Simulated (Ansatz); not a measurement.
Ni, 1 atom in the cell. Symmetry: Im-3m, No. 229, cubic system. The conventional cell has a = 2.767 Å, b = 2.767 Å, c = 2.767 Å, α = 90.00°, β = 90.00°, γ = 90.00°. Ni (site symmetry m-3m) has 8 Ni at 2.40 Å as nearest neighbours. This isn't the form of Ni at room conditions, which is fcc.

| Quantity | Value |
| --- | --- |
| Program | Ansatz 0.2.0 |
| Task | single point |
| Functional | PBE |
| Potentials or basis | Ansatz PAW |
| Cutoff | 420 eV (not typed: the program's choice for these potentials) |
| k mesh | 13 × 13 × 13 |
| Occupations | fermi-dirac, width 0.05 eV |
| Spin | collinear spin, random start |
| Starting moments | [0.83] μB |

Potentials or basis: Ansatz PAW.

Launch:

```bash
$ ansatz run input.yaml --threads 2 --pin off --max-ram 5632MiB --backend cpu --events-out ev --progress --plain --runs-dir out
```

Hardware: 2 threads of Arm Neoverse V1, with other jobs on the host.

**Question.** Estimate the wall time of this run.

**Answer.** Wall time 2 s on 2 threads of Arm Neoverse V1, on a shared host, peak memory 0.28 GiB. Counts: scf iterations 12, plane waves 201, k points 84, bands 14.
